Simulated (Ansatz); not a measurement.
# Glassy Al2O3 (200 atoms): geometry optimisation, part 2 of 2

Wanted: the relaxed structure of glassy Al2O3 (200 atoms) and its electronic structure.

Ansatz 0.2.0; Kohn-Sham DFT, PBE, PAW (set soft_2), plane waves.

The cell: 80 Al and 120 O. The quench rate of 20 K/ps is orders of magnitude faster than experiment. The starting topology of bonds comes from the classical model. Only the Γ point is sampled, in a cell whose shortest periodic width is 13 Å.

So far. Step 3 (Relaxation): The relaxation changed the energy by -61.9 meV/atom, and atoms moved by 0.20 Å r.m.s., 0.87 Å at most.

## Step 4: Local order after relaxation

Bonds before and after, by the cutoffs listed below:

```
pair  bonds before  bonds after  mean before (Å)  mean after (Å)  spread before (Å)  spread after (Å)
O-Al           350          357            1.832           1.843              0.128             0.100
```

Density 3.05 g/cm³, 11.10 Å³ an atom.

g(r), total and by pair (bins of 0.1 Å):

```
r (Å)  total   O-O  O-Al  Al-Al
 1.55   0.00  0.00  0.00   0.00
 1.65   0.28  0.00  0.59   0.00
 1.75   3.65  0.00  7.61   0.00
 1.85   3.83  0.00  7.97   0.00
 1.95   1.08  0.00  2.25   0.00
 2.05   0.30  0.00  0.62   0.00
 2.15   0.15  0.00  0.32   0.00
 2.25   0.03  0.00  0.07   0.00
 2.35   0.05  0.00  0.10   0.00
 2.45   0.33  0.73  0.12   0.00
 2.55   0.72  1.70  0.23   0.00
 2.65   0.83  1.85  0.10   0.71
 2.75   1.36  3.02  0.22   1.02
 2.85   1.64  3.69  0.18   1.43
 2.95   1.35  2.51  0.36   1.71
 3.05   1.40  2.01  0.47   2.78
 3.15   1.31  1.24  0.63   3.51
 3.25   1.07  0.91  0.70   2.57
 3.35   0.89  0.68  0.74   1.83
 3.45   0.86  0.47  0.96   1.44
 3.55   0.92  0.43  1.34   0.75
 3.65   0.84  0.52  1.16   0.63
 3.75   0.87  0.71  1.09   0.55
 3.85   0.91  0.55  1.29   0.59
 3.95   1.01  0.57  1.52   0.46
 4.05   0.96  0.46  1.46   0.57
 4.15   0.98  0.51  1.49   0.51
 4.25   1.12  0.73  1.53   0.73
 4.35   1.07  0.70  1.47   0.70
 4.45   1.13  0.79  1.56   0.58
 4.55   1.18  0.87  1.47   1.02
 4.65   1.06  1.11  1.15   0.66
 4.75   0.93  1.03  0.82   1.03
 4.85   0.96  1.37  0.70   0.85
 4.95   0.92  1.28  0.61   1.06
 5.05   1.00  1.32  0.63   1.39
 5.15   0.96  1.42  0.51   1.31
 5.25   1.04  1.47  0.69   1.08
 5.35   1.03  1.47  0.68   1.10
 5.45   1.04  1.30  0.78   1.23
 5.55   0.97  1.16  0.80   1.08
 5.65   1.02  1.20  0.76   1.44
 5.75   1.01  0.96  0.96   1.28
 5.85   0.96  0.80  1.01   1.19
```

Bonds by pair of elements; cutoffs follow the first minimum of g(r), held within bounds set by covalent radii, and pairs that aren't listed don't count as bonded:

```
pair A-B  cutoff (Å)  bonds  mean length (Å)  spread (Å)  shortest (Å)  B about A  A about B
    O-Al        2.33    357             1.84         0.1          1.67       2.98       4.46
```

How many atoms have how many bonded neighbours:

```
element  mean   2    3   4   5  6
     Al  4.46   0    0  49  25  6
      O  2.98  10  103   7   0  0
```

Bond angles (no mean is given where the spread exceeds 20°):

```
  angle  count  mean (°)  spread (°)
 O-Al-O    634         -           -
Al-O-Al    361       118        16.9
```

Oxygen atoms by the number of network formers (Si, P, Ge, B, Al, As, Ga) bound to them:

```
network formers bound to O  O atoms  per cent
                         0        0         0
                         1        0         0
                         2       10       8.3
                         3      103      85.8
                         4        7       5.8
```

Network units: each former by its oxygen neighbours and how many of them bridge to another former:

```
former  O neighbours  bridging O  atoms
    Al             4           4     49
    Al             5           5     25
    Al             6           6      6
```

Bond length by coordination (bonds to H left out):

```
element  coordination  atoms  mean bond length (Å)
     Al             4     49                  1.79
     Al             5     25                  1.89
     Al             6      6                  1.96
      O             2     10                  1.72
      O             3    103                  1.84
      O             4      7                  1.96
```

Rings of the network by King's shortest-path rule, up to 12 atoms, one path for each pair of neighbours; H, halogens, alkali and alkaline-earth atoms are left out, and the last column divides by all other atoms, bonded or not:

```
ring size (atoms)  rings  per network atom
                4     40               0.2
                6    108              0.54
                8    173             0.865
               10     43             0.215
```

For some of the pairs, g(r) has its first main peak near 2.8 Å (O-O), 1.8 Å (O-Al) and 3.2 Å (Al-Al). Counting bonds as in the table, 61 % of Al atoms have 4 and 86 % of O atoms have 3 bonded neighbours. 8 % of the oxygens bridge two formers (Al) and 0 % are non-bridging; 86 % join three; 6 % join four. The commonest Al unit has 4 oxygens, 4 of them shared with other formers (49 of 80 atoms). Bonds at O atoms with 2 neighbours average 1.72 Å, against 1.96 Å at those with 4. Rings of 8 atoms are the most common (48 % of those counted); sizes run from 4 to 10.

## Step 5: Single point at the relaxed geometry

The electronic structure is read at the final geometry, in a run of its own.

input.yaml reads:

```yaml
crystal:
  lattice:
    - [13.0461, 0.0, 0.0]
    - [0.0, 13.0461, 0.0]
    - [0.0, 0.0, 13.0461]
  atoms:
    - { symbol: Al, position: [0.13178, 0.64819, 0.49502] }
    - { symbol: Al, position: [0.38973, 0.05416, 0.30315] }
    - { symbol: Al, position: [0.76403, 0.15694, 0.74423] }
    - { symbol: Al, position: [0.45055, 0.57272, 0.71781] }
    - { symbol: Al, position: [0.92591, 0.59948, 0.43795] }
    - { symbol: Al, position: [0.0909, 0.23866, 0.38181] }
    - { symbol: Al, position: [0.38892, 0.89259, 0.49808] }
    - { symbol: Al, position: [0.94143, 0.85948, 0.7296] }
    - { symbol: Al, position: [0.23891, 0.1348, 0.96331] }
    - { symbol: Al, position: [0.22402, 0.4489, 0.41356] }
    - { symbol: Al, position: [0.62976, 0.78347, 0.18979] }
    - { symbol: Al, position: [0.53203, 0.75799, 0.54566] }
    - { symbol: Al, position: [0.26723, 0.43428, 0.64911] }
    - { symbol: Al, position: [0.94528, 0.20141, 0.98795] }
    - { symbol: Al, position: [0.45734, 0.89334, 0.12834] }
    - { symbol: Al, position: [0.87638, 0.10155, 0.17708] }
    - { symbol: Al, position: [0.67796, 0.5405, 0.77379] }
    - { symbol: Al, position: [0.50083, 0.61778, 0.10772] }
    - { symbol: Al, position: [0.80727, 0.37267, 0.87108] }
    - { symbol: Al, position: [0.34485, 0.29658, 0.23837] }
    - { symbol: Al, position: [0.82718, 0.49695, 0.25104] }
    - { symbol: Al, position: [0.4835, 0.6933, 0.31859] }
    - { symbol: Al, position: [0.85705, 0.71745, 0.23145] }
    - { symbol: Al, position: [0.4833, 0.18451, 0.58225] }
    - { symbol: Al, position: [0.09118, 0.62526, 0.7251] }
    - { symbol: Al, position: [0.85087, 0.57276, 0.03692] }
    - { symbol: Al, position: [0.74496, 0.75728, 0.64439] }
    - { symbol: Al, position: [0.16204, 0.87704, 0.43976] }
    - { symbol: Al, position: [0.84573, 0.53456, 0.66269] }
    - { symbol: Al, position: [0.23801, 0.66908, 0.30916] }
    - { symbol: Al, position: [0.26348, 0.08637, 0.72998] }
    - { symbol: Al, position: [0.01261, 0.95918, 0.04568] }
    [... 162 atom lines left out ...]
    - { symbol: O, position: [0.44955, 0.29892, 0.13895] }
    - { symbol: O, position: [0.66107, 0.36521, 0.88589] }
    - { symbol: O, position: [0.63766, 0.58547, 0.89428] }
    - { symbol: O, position: [0.3999, 0.47991, 0.62146] }
    - { symbol: O, position: [0.844, 0.261, 0.78622] }
    - { symbol: O, position: [0.08873, 0.05619, 0.46019] }
kpoints:
  mp_grid: { grid: [1, 1, 1] }
hamiltonian:
  xc: pbe
scf:
  occupations: { method: fixed }
output:
  forces: true
  stress: true
  populations: true
  dos:
    method: { smearing: { sigma: 0.08 } }
    de: 0.1
    projected: { site_lists: { Al: [Al], O: [O] } }
  eigenvalues: true
  write_density: true
  write_potential: true
  volumetric_format: npy
```

Started as:

```bash
ansatz run input.yaml --threads 4 --pin off --max-ram 8192MiB --backend cpu --events-out ev --progress --plain --runs-dir out
```

Numbers of over 12 decimals in the logs are rounded to 6 here.

Output:

```text
[...]
Crystal: 200 atoms, lattice volume = 2220.456 Å³
Basis set: ecut = 420 eV, 43507 PW (Γ), exchange–correlation on 180×180×180 points (8 copies of the dense FFT grid, shifted against one another)
Bands: 680, of which v1, the nominal top of the filled ones, is band 480 counted from 1 (479 counted from 0)
Symmetry: 1 space group operations
[...]
k-points: 1
[...]
SCF iter   1: F=—  HF=-111364.268827 eV  |F-HF|=—  |Δ(HF+E_count)|=         —  Δρ=2.37e-3  dr2=2.09e-1  ethr=1.77e-3  ⟨swp⟩=5.0  Hψ=2423  notcnv=0  defer=196
[...]
SCF iter   9: F=-111364.255132 eV  HF=-111364.255132 eV  |F-HF|=1.38e-8  |Δ(HF+E_count)|=   2.56e-8  Δρ=1.75e-6  dr2=5.54e-8  ethr=1.04e-11  ⟨swp⟩=22.0  Hψ=6340  notcnv=0
SCF 1 converged in 9 iterations: F = -111364.255132 eV  dr2 = 5.54e-8
[...]
SCF converged after 9 iterations
Free energy (F): -111364.255132 eV
[...]
Internal energy: -111364.255132 eV  (E = F + TS)
E sigma→0 (E₀):  -111364.255132 eV
Fermi energy:    5.496196 eV
[...]
--- Forces (eV/Å), atoms counted from 1 ---
  atom   1  Al     0.03895405    -0.01878854    -0.00168662
  atom   2  Al    -0.00431278     0.00907726     0.00101377
  atom   3  Al     0.00427519     0.00001415    -0.00548931
  atom   4  Al    -0.00994602     0.01157907    -0.01650261
  atom   5  Al    -0.00583025    -0.00320792    -0.01584027
  atom   6  Al     0.01430611     0.00055909     0.00199915
  atom   7  Al     0.00163064    -0.00323458    -0.01551030
  atom   8  Al     0.01057154    -0.00649100     0.00685140
  atom   9  Al    -0.00327679     0.01427055     0.00289229
  atom  10  Al     0.00305275     0.00103493     0.00102682
  atom  11  Al    -0.00763974    -0.00490336     0.00227245
  atom  12  Al    -0.01056618    -0.02482510     0.00796083
  atom  13  Al     0.00056918    -0.00378178     0.01095542
  atom  14  Al    -0.00181853     0.01075545    -0.02153362
[...]
atom 199  O     -0.01058905     0.00260094     0.00422169
  atom 200  O      0.00116370     0.00431752     0.00270600
  max |Σ_I F_I| component: 9.77e-5 eV/Å
--- Stress (GPa, compression-positive) ---
        0.719207       0.430247       0.318010
        0.430235       0.790994      -0.525174
        0.318013      -0.525182      -0.397192
  P = ⅓ Tr σ = 0.3710 GPa (3.710 kbar)
--- Band table (eV) ---
[...]
--- Löwdin populations: 200 sites ---
  site symbol       q [e]
     0     Al      1.6734
     1     Al      1.6514
     2     Al      1.6363
[...]
199      O      6.8226
  spilling = 0.008330 (of n_electrons = 960.000000)
```

Wall time 86 s (4 threads of Arm Neoverse V2, shared host); peak memory 3.6 GiB; 5.6 min of CPU time.

The run gave:

```yaml
free_energy: -111364.2551 eV
free_energy_per_atom: -556.8213 eV/atom
scf_cycles: 9
pressure: 0.371 GPa
r_m_s_force_component: 0.0092 eV/Å
longest_force: 0.05392 eV/Å
fermi_energy: 5.496 eV
spacing_of_highest_filled_and_lowest_empty_level: 3.084 eV
spilling_of_the_projection: 0.00833
```

Löwdin charges by element and coordination (they lack the spilled electrons, 0.040 e an atom on average):

```
element  coordination  atoms  mean charge (e)  spread   least    most
     Al           all     80             1.35  0.0292    1.28    1.40
     Al             4     49             1.37  0.0167    1.32    1.40
     Al             5     25             1.33  0.0155    1.30    1.36
     Al             6      6             1.29  0.0103    1.28    1.31
      O           all    120           -0.832  0.0155  -0.878  -0.788
      O             2     10           -0.860  0.0174  -0.878  -0.826
      O             3    103           -0.831  0.0113  -0.857  -0.799
      O             4      7           -0.809  0.0114  -0.825  -0.788
```

Density of states as counts of states in windows of 1 eV (from the Fermi level), total and the larger projections:

```
from (eV)  to (eV)  total    O p  Al p  Al s
      -10       -8    0.0    0.0   0.0   0.0
       -8       -7   11.8    8.8   0.7   2.0
       -7       -6   75.0   56.2   5.7  11.2
       -6       -5   83.6   64.5  10.5   6.2
       -5       -4  114.8   93.6  14.6   3.4
       -4       -3  131.3  114.8  11.6   1.8
       -3       -2  139.0  128.7   6.3   0.8
       -2       -1  124.0  118.1   3.2   0.4
       -1        0   39.6   38.0   0.8   0.1
        0        1    0.9    0.9   0.0   0.0
        1        2    0.0    0.0   0.0   0.0
        2        3    0.2    0.0   0.0   0.1
        3        4    1.8    0.0   0.1   1.1
        4        5   11.9    1.7   3.7   3.2
```

The curve was stored every 0.100 eV, coarse against its broadening of 0.08 eV, so these counts are rough.

With fixed occupations the program's Fermi level is the highest filled level; weight inside the gap is the broadening of levels at its edges.

Between -20 and -10 eV lie 240 more states.

The levels nearest the highest filled one (over half full), pooled over k-points and spins:

```
level less the highest filled one (eV)  occupation
                                -0.645           2
                                -0.600           2
                                -0.405           2
                                -0.276           2
                                -0.209           2
                                     0           2
                                  3.08           0
                                  4.39           0
                                  4.52           0
                                  4.59           0
                                  4.65           0
                                  4.85           0
```

Electrostatic potential energy in the ab plane at fractional z = 0.324, with atoms of Al and O within 0.2 Å of it. With pseudopotentials it is smooth inside the atoms' cores, unlike the true potential.

Ten even steps from '0' (-30 eV) to '9' (12 eV), each cell a mean:
```
6556899999998877899999600055576478888
9610389999999999999999975786545689999
9600179999999999999999999998888899999
9975789999999999999999999999999999999
9998899999999999999999878888889999999
9999999888899998766786101677788889999
9999988655689997556566102788887788999
9999986466567566567558878999851278999
9999987555565247655578999999975589999
9999853466799899988888899999999999999
8888500069999999998765578999988886336
6555632489999999997556547522676672001
6454578888999999997556556200376787436
7555688888888999998755678756888889998
8874379999721499998311699999999999999
9986579999732589998100599999999999999
9887889999987788988656899999988889999
8765578999988877876556899999876567899
8765578999999610376556899999864446899
9866789999999500178778899999875557899
8867899999998855789999999999988788999
6556899999986555578999999999988899988
4664689999985565478999988998766887676
4664689999986544589999721375455574356
```
Columns run along a (13.0 Å; values clipped at the 3rd and 97th percentile), rows up along b (13.0 Å). Atoms in or near the plane, at fractional coordinates: Al at (0.48, 0.69), Al at (0.24, 0.67), Al at (0.79, 0.98), Al at (0.57, 0.49), Al at (0.05, 0.03), O at (0.40, 0.20), O at (0.94, 0.51), O at (0.17, 0.55), O at (0.08, 0.90), O at (0.55, 0.36), O at (0.62, 0.74), O at (0.65, 0.98), O at (0.72, 0.48).

Valence density in the ab plane at fractional z = 0.324, with atoms of Al and O within 0.2 Å of it. It is the smooth field of the valence electrons, not physical close to the nuclei.

Values in e/Å³, 13 rows by 16 columns, each cell a mean:
```
0.5 1.9 0.4 0.1 0.1 0.1 0.1 0.1 0.1 0.6 3.7 1.0 0.1 0.2 0.4 0.3
0.8 3.8 0.7 0.0 0.0 0.0 0.0 0.0 0.0 0.1 0.1 0.1 0.1 0.2 0.1 0.0
0.1 0.2 0.1 0.1 0.0 0.0 0.0 0.1 0.1 0.8 1.2 0.2 0.1 0.1 0.0 0.0
0.0 0.0 0.1 0.2 0.1 0.3 0.3 0.1 0.2 2.3 3.3 0.3 0.4 0.9 0.2 0.1
0.0 0.1 0.3 0.2 0.2 1.6 1.3 0.2 0.2 0.2 0.2 0.1 0.7 1.7 0.3 0.1
0.2 0.4 3.9 1.9 0.1 0.2 0.2 0.1 0.2 0.1 0.1 0.2 0.2 0.2 0.9 1.4
0.4 0.3 1.3 0.7 0.1 0.0 0.0 0.0 0.1 0.1 0.7 3.9 1.2 0.2 2.0 3.5
0.2 0.9 0.6 0.1 0.6 1.4 0.2 0.1 1.2 1.1 0.3 1.0 0.4 0.1 0.1 0.2
0.1 1.0 0.7 0.1 0.8 1.9 0.3 0.2 2.7 2.3 0.1 0.0 0.0 0.0 0.0 0.0
0.1 0.2 0.1 0.1 0.1 0.3 1.0 0.4 0.3 0.3 0.1 0.0 0.1 0.2 0.1 0.1
0.4 0.8 0.2 0.1 0.1 0.6 4.5 1.2 0.2 0.6 0.3 0.0 0.1 0.2 0.1 0.1
0.3 0.5 0.1 0.1 0.1 0.2 0.4 0.2 0.1 0.2 0.1 0.1 0.1 0.1 0.2 0.1
0.1 0.1 0.1 0.1 0.3 0.2 0.1 0.2 0.1 0.4 2.0 0.6 0.1 0.3 1.3 0.9
```
Columns run along a (13.0 Å), rows up along b (13.0 Å). Atoms in or near the plane, at fractional coordinates: Al at (0.48, 0.69), Al at (0.24, 0.67), Al at (0.79, 0.98), Al at (0.57, 0.49), Al at (0.05, 0.03), O at (0.40, 0.20), O at (0.94, 0.51), O at (0.17, 0.55), O at (0.08, 0.90), O at (0.55, 0.36), O at (0.62, 0.74), O at (0.65, 0.98), O at (0.72, 0.48).

Mean Löwdin charges: Al +1.35, O -0.83 e (they miss 0.83 % of the electrons, so they add up to more than the cell's charge). The largest share in the top eV of filled states is O p (97 % of the projected weight), and in the lowest eV of empty states Al s (63 % of the projected weight).

A closer look about O177, which has 2 bonded neighbours where the commonest count for O is 3: 10 atoms, nearest first, numbered in the order of the input, with positions taken from that point.

```
atom      x      y      z  distance (Å)  bonds  Löwdin charge (e)
O177   0.00   0.00   0.00          0.00      2              -0.87
Al71   1.45   0.12  -0.88          1.70      4               1.35
Al74  -1.34  -0.40   1.03          1.74      5               1.31
 O89  -0.93   0.94   2.37          2.71      3              -0.85
 O99  -2.24  -1.56  -0.34          2.75      4              -0.79
 O84   2.20  -1.46  -1.06          2.85      3              -0.84
O183   1.09   0.68  -2.60          2.90      3              -0.83
O164  -1.70   1.87  -1.47          2.92      3              -0.83
Al46  -0.79   0.88  -2.68          2.93      4               1.39
O136   2.58   1.38  -0.16          2.93      3              -0.83
```

The column of bonds counts only the pairs O-Al within 2.33 Å; other neighbours, such as metal atoms beside each other in a compound, aren't counted, and periodic images can show an atom twice.

## Step 6: Outcome

* energy change in the relaxation: -61.85 meV/atom
* r.m.s. displacement: 0.204 Å
* largest displacement: 0.87 Å
* free energy per atom: -556.8213 eV/atom
* pressure: 0.371 GPa
* r.m.s. force component: 0.0092 eV/Å
* gap (highest filled to lowest empty level): 3.084 eV
* wall time of the 3 DFT runs: 8.6 min

In words: Relaxation lowers the energy by 61.9 meV/atom and moves atoms by 0.20 Å r.m.s.; the r.m.s. force component goes from 0.94 to 0.0092 eV/Å, the pressure goes from 4.0 to 0.37 GPa, and the gap from 3.22 to 3.08 eV. By the final cutoffs 2 of 350 bonded pairs parted and 9 joined. From the first step to the last the energy fell by 12.370 eV, and the largest move was 0.87 Å (Al78). The O-Al bonds go from 1.832 Å (spread 0.128) to 1.843 Å (spread 0.100), and their number from 350 to 357. Counting bonds as in the table, 61 % of Al atoms have 4 and 86 % of O atoms have 3 bonded neighbours. 8 % of the oxygens bridge two formers (Al) and 0 % are non-bridging; 86 % join three; 6 % join four. Between filled and empty levels lie 3.08 eV (at Γ alone); a semilocal functional tends to put such gaps too low. In a disordered cell it changes from sample to sample, and tail or defect levels can set it.

Caveats: The network of bonds at the start is that of the classical potential that made the cell; in DFT 2 of its 350 bonded pairs passed out of the cutoffs and 9 came within them.

Calculation beside experiment:

```
            quantity  measured  this cell  difference  method of the measurement
number of O about Al      4.73       4.46      -5.6 %               27Al MAS NMR
```

The cell differs from the measured neighbour counts by up to 5.6 %. The network comes from the model that made the cell; in DFT 2 of its 350 bonded pairs passed out of the cutoffs and 9 came within them. Our coordination numbers hang on a cutoff, and experiments count neighbours in their own ways.

[Logs are printed without paths, hosts, clocks, repeated set-up lines and the standing remarks that a program may print on its own settings, such as how far it seeks lower states.]

[Hosts, paths, dates, database ids (printed as entryN), source tags and the programs' standing remarks are cut or masked in the printed files.]
